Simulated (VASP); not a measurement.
# TiC (Fm-3m) in VASP: further runs

Runs on TiC. Level: PBE. Tasks: relaxation of cell and atoms.

Everything below comes from runs of VASP 6.6.1. Logs are shortened: lines on timing, memory, paths and dates and some standing lists are left out, and cuts for length are marked.

## 1. The crystal as given

It takes space group Fm-3m (No. 225, cubic). The conventional cell has a = 4.331 Å, b = 4.331 Å, c = 4.331 Å, α = 90.00°, β = 90.00°, γ = 90.00°. Ti (site symmetry m-3m) is surrounded by 6 C at 2.17 Å. C (site symmetry m-3m) has 6 Ti at 2.17 Å as nearest neighbours.

The cell is a database's computed one.

## 2. Relaxation of cell and atoms, PBE

File INCAR:

```
SYSTEM = TiC
ALGO = Normal
EDIFF = 1E-6
EDIFFG = -0.005
ENCUT = 600
GGA = PE
IBRION = 2
ISIF = 3
ISMEAR = 1
KPAR = 2
LASPH = .True.
LCHARG = .False.
LREAL = .False.
LWAVE = .False.
NELM = 120
NSW = 80
PREC = Accurate
SIGMA = 0.1
```

File KPOINTS:

```
k-points
0
Gamma
  17 17 17
  0 0 0
```

File POSCAR:

```
TiC
1.0
    0.0000000000      2.1657188000      2.1657188000
    2.1657188000      0.0000000000      2.1657188000
    2.1657188000      2.1657188000      0.0000000000
Ti C
1 1
Direct
    0.0000000000      0.0000000000      0.0000000000
    0.5000000000      0.5000000000      0.5000000000
```

Potentials or basis: VASP PAW PBE potentials, release 64 (Ti_sv, C).

On the command line:

```bash
$ cat potpaw_PBE.64/Ti_sv/POTCAR potpaw_PBE.64/C/POTCAR > POTCAR
$ mpirun -np 2 vasp_std > vasp.out
```

OUTCAR:

```text
SYSTEM = TiC
   EDIFF = 1E-6
   EDIFFG = -0.005
   ENCUT = 600
   GGA = PE
   IBRION = 2
   ISIF = 3
   ISMEAR = 1
   LASPH = .True.
   LREAL = .False.
   NELM = 120
   NSW = 80
   PREC = Accurate

 ion  position               nearest neighbor table
   1  0.000  0.000  0.000-   2 2.17   2 2.17   2 2.17   2 2.17   2 2.17   2 2.17
   2  0.500  0.500  0.500-   1 2.17   1 2.17   1 2.17   1 2.17   1 2.17   1 2.17

  LATTYP: Found a face centered cubic cell.
 ALAT       =     4.3314376000

  Lattice vectors:

 A1 = (   0.0000000000,   2.1657188000,   2.1657188000)
 A2 = (   2.1657188000,   0.0000000000,   2.1657188000)
 A3 = (   2.1657188000,   2.1657188000,   0.0000000000)

Analysis of symmetry for initial positions (statically):
=====================================================================
 Subroutine PRICEL returns:
 Original cell was already a primitive cell.

 Routine SETGRP: Setting up the symmetry group for a
 face centered cubic supercell.

 Subroutine GETGRP returns: Found 48 space group operations
 (whereof 48 operations were pure point group operations)
 out of a pool of 48 trial point group operations.

The static configuration has the point symmetry O_h .

Analysis of symmetry for dynamics (positions and initial velocities):
=====================================================================
 Subroutine PRICEL returns:
 Original cell was already a primitive cell.

 Routine SETGRP: Setting up the symmetry group for a
 face centered cubic supercell.

 Subroutine GETGRP returns: Found 48 space group operations
 (whereof 48 operations were pure point group operations)
 out of a pool of 48 trial point group operations.

The dynamic configuration has the point symmetry O_h .

 Subroutine INISYM returns: Found 48 space group operations
 (whereof 48 operations are pure point group operations),
 and found     1 'primitive' translations

----------------------------------------------------------------------------------------

                                     Primitive cell

  volume of cell :      20.3159

  direct lattice vectors                    reciprocal lattice vectors
     0.000000000  2.165718800  2.165718800    -0.230870231  0.230870231  0.230870231
     2.165718800  0.000000000  2.165718800     0.230870231 -0.230870231  0.230870231
     2.165718800  2.165718800  0.000000000     0.230870231  0.230870231 -0.230870231

  length of vectors
     3.062788899  3.062788899  3.062788899     0.399878970  0.399878970  0.399878970

  position of ions in fractional coordinates (direct lattice)
     0.000000000  0.000000000  0.000000000
     0.500000000  0.500000000  0.500000000

[... 101 lines left out ...]
   GGA     = PE    functional components
   LHFCALC =     F    Hartree Fock is set to
   AEXX    =    0.0000 exact exchange contribution
   IVDW    =     0    specifies the selected vdW correction
   LEPSILON=     F    determine dielectric tensor
   LRPA    =     F    only Hartree local field effects (RPA)
 conjugate gradient relaxation of ions
 non-spin polarized calculation
 Methfessel and Paxton  Order N= 1 SIGMA  =   0.10
  energy-cutoff  :      600.00
  volume of cell :       20.32
 maximum number of plane-waves:       689
   NGX = 13   NGY = 13   NGZ = 13

--------------------------------------- Ionic step        1  -------------------------------------------

 number of electron      16.0000000 magnetization

 Free energy of the ion-electron system (eV)
  ---------------------------------------------------
  ext. energy  EPLUGINS =         0.00000000
  ---------------------------------------------------
  free energy    TOTEN  =       -18.70938669 eV

  energy without entropy =      -18.70921846  energy(sigma->0) =      -18.70933061

------------------------ aborting loop because EDIFF is reached ----------------------------------------

  FORCE on cell =-STRESS in cart. coord.  units (eV):
  Direction    XX          YY          ZZ          XY          YZ          ZX
  --------------------------------------------------------------------------------------
  -------------------------------------------------------------------------------------
  Total        0.0452909      0.0452909      0.0452909      0.0000000      0.0000000     -0.0000000
  in kB        3.5717889      3.5717889      3.5717889      0.0000000      0.0000000     -0.0000000
  external PRESSURE =       3.5717889 kB  Pullay stress =       0.0000000 kB
[... 59 lines left out ...]
--------------------------------------- Ionic step        3  -------------------------------------------

 number of electron      16.0000000 magnetization

 Free energy of the ion-electron system (eV)
  ---------------------------------------------------
  ext. energy  EPLUGINS =         0.00000000
  ---------------------------------------------------
  free energy    TOTEN  =       -18.70942174 eV

  energy without entropy =      -18.70925227  energy(sigma->0) =      -18.70936525

 E-fermi :   9.3950     XC(G=0): -12.6901

 val. band max:        9.3742813047   @ k =   0.2941   0.2353   0.0000
 cond. band min:       9.4300499473   @ k =  -0.0588   0.0588   0.0000
 fundamental gap:      0.0557686426
 Fermi energy:         9.3950001514

 k-point     1 :       0.0000    0.0000    0.0000
  band No.  band energies     occupation
      1     -47.1996      2.00000
      2     -23.2250      2.00000
      3     -23.2250      2.00000
      4     -23.2250      2.00000
      5      -2.9944      2.00000
      6      10.0870     -0.00000
      7      10.0870     -0.00000
      8      10.0870     -0.00000
      9      11.0700     -0.00000
     10      11.0700     -0.00000
     11      11.0700     -0.00000
     12      11.1034     -0.00000
[... 331 lines left out ...]
 k-point    24 :      -0.1176    0.0588    0.0000
  band No.  band energies     occupation
      1     -47.1851      2.00000
      2     -23.3206      2.00000
      3     -23.2475      2.00000
      4     -23.2289      2.00000
      5      -2.5137      2.00000
      6       8.4283      2.00000
      7       8.7204      2.00000
      8       8.9093      2.00000
      9      10.3618     -0.00000
     10      10.8902     -0.00000
     11      11.8902      0.00000
     12      12.8922      0.00000

 [... further k-points ...]

------------------------ aborting loop because EDIFF is reached ----------------------------------------

  FORCE on cell =-STRESS in cart. coord.  units (eV):
  Direction    XX          YY          ZZ          XY          YZ          ZX
  --------------------------------------------------------------------------------------
  -------------------------------------------------------------------------------------
  Total       -0.0043201     -0.0043201     -0.0043201      0.0000000      0.0000000     -0.0000000
  in kB       -0.3401923     -0.3401923     -0.3401923      0.0000000      0.0000000     -0.0000000
  external PRESSURE =      -0.3401923 kB  Pullay stress =       0.0000000 kB
[... 17 lines left out ...]
  FREE ENERGIE OF THE ION-ELECTRON SYSTEM (eV)
  ---------------------------------------------------
  free  energy   TOTEN  =       -18.7094217370 eV

  energy  without entropy=      -18.7092522672  energy(sigma->0) =      -18.70936525

 reached required accuracy - stopping structural energy minimisation
```

OSZICAR:

```text
N       E                     dE             d eps       ncg     rms          rms(c)
DAV:   1     0.128918718931E+03    0.12892E+03   -0.93653E+03  3960   0.177E+03
DAV:   2    -0.134915821189E+02   -0.14241E+03   -0.13609E+03  4104   0.407E+02
[... 25 lines left out ...]
DAV:   1    -0.187099829077E+02   -0.61119E-03   -0.12580E-02  4020   0.183E+00    0.233E-01
DAV:   2    -0.187095248199E+02    0.45809E-03   -0.28405E-03  4456   0.829E-01    0.737E-02
DAV:   3    -0.187094076010E+02    0.11722E-03   -0.45691E-04  4532   0.242E-01    0.290E-02
DAV:   4    -0.187094068788E+02    0.72218E-06   -0.14131E-04  4184   0.125E-01    0.150E-02
DAV:   5    -0.187094177646E+02   -0.10886E-04   -0.14019E-05  4788   0.388E-02    0.472E-03
DAV:   6    -0.187094208508E+02   -0.30862E-05   -0.69141E-06  4564   0.141E-02    0.463E-03
DAV:   7    -0.187094217370E+02   -0.88622E-06   -0.69834E-07  2348   0.929E-03
   3 F= -.18709422E+02 E0= -.18709365E+02  d E =-.350519E-04
```

It took 34 s on 2 MPI ranks of Intel Xeon Platinum 8259CL at 2.50GHz (Skylake/Cascade Lake), shared host; peak memory 0.17 GiB.

What came out:

* Free energy: -18.7094 eV
* Relaxed volume: 10.17 Å³/atom
* Relaxed cell: a = 3.064 Å, b = 3.064 Å, c = 3.064 Å, α = 60.00°, β = 60.00°, γ = 60.00°
* Space group after relaxing (to 0.05 Å): Fm-3m (No. 225)
* Energy gained by relaxing: 0.0 meV/atom
* Ionic steps: 3
* Pressure after relaxing: 0.0 GPa
* Band gap on the k mesh: none (metal or under the smearing width)

Final structure:
```cif
data_structure
_symmetry_space_group_name_H-M 'P 1'
_symmetry_Int_Tables_number 1
_cell_length_a 3.0643
_cell_length_b 3.0643
_cell_length_c 3.0643
_cell_angle_alpha 60.000
_cell_angle_beta 60.000
_cell_angle_gamma 60.000
_cell_volume 20.35
loop_
_atom_site_label
_atom_site_type_symbol
_atom_site_fract_x
_atom_site_fract_y
_atom_site_fract_z
_atom_site_occupancy
Ti1 Ti 0.00000 0.00000 0.00000 1
C1 C 0.50000 0.50000 0.50000 1
```

## 3. Relaxation of cell and atoms, PBE

INCAR is that of step 2.

KPOINTS is that of step 2.

File POSCAR:

```
TiC                                     
1.0
    0.0000000000      2.1667951016      2.1667951016
    2.1667951016      0.0000000000      2.1667951016
    2.1667951016      2.1667951016     -0.0000000000
  Ti              C             
     1     1
Direct
     0.0000000000000000    1.0000000000000000    0.0000000000000000
     0.5000000000000000    0.5000000000000000    0.5000000000000000
```

Potentials or basis: VASP PAW PBE potentials, release 64 (Ti_sv, C).

On the command line:

```bash
$ cat potpaw_PBE.64/Ti_sv/POTCAR potpaw_PBE.64/C/POTCAR > POTCAR
$ mpirun -np 2 vasp_std > vasp.out
```

Wall time 19 s (2 MPI ranks of Intel Xeon Platinum 8259CL at 2.50GHz (Skylake/Cascade Lake), shared host); peak memory 0.17 GiB.

Results (log left out):

```yaml
Free_energy: -18.7095 eV
Pressure_after_relaxing: 0.0 GPa
Band_gap_on_the_k_mesh: none (metal or under the smearing width)
```

Final structure:
```cif
data_structure
_symmetry_space_group_name_H-M 'P 1'
_symmetry_Int_Tables_number 1
_cell_length_a 3.0643
_cell_length_b 3.0643
_cell_length_c 3.0643
_cell_angle_alpha 60.000
_cell_angle_beta 60.000
_cell_angle_gamma 60.000
_cell_volume 20.35
loop_
_atom_site_label
_atom_site_type_symbol
_atom_site_fract_x
_atom_site_fract_y
_atom_site_fract_z
_atom_site_occupancy
Ti1 Ti 0.00000 0.00000 0.00000 1
C1 C 0.50000 0.50000 0.50000 1
```

Levels at points of the mesh, in eV from the Fermi level:
| k point | band 6 | band 7 | band 8 | band 9 | band 10 | band 11 |
| --- | --- | --- | --- | --- | --- | --- |
| (0.00, 0.00, 0.00) | 0.69 | 0.69 | 0.69 | 1.67 | 1.67 | 1.67 |

Caveat: the relaxation stopped at its first step, so nothing moved.
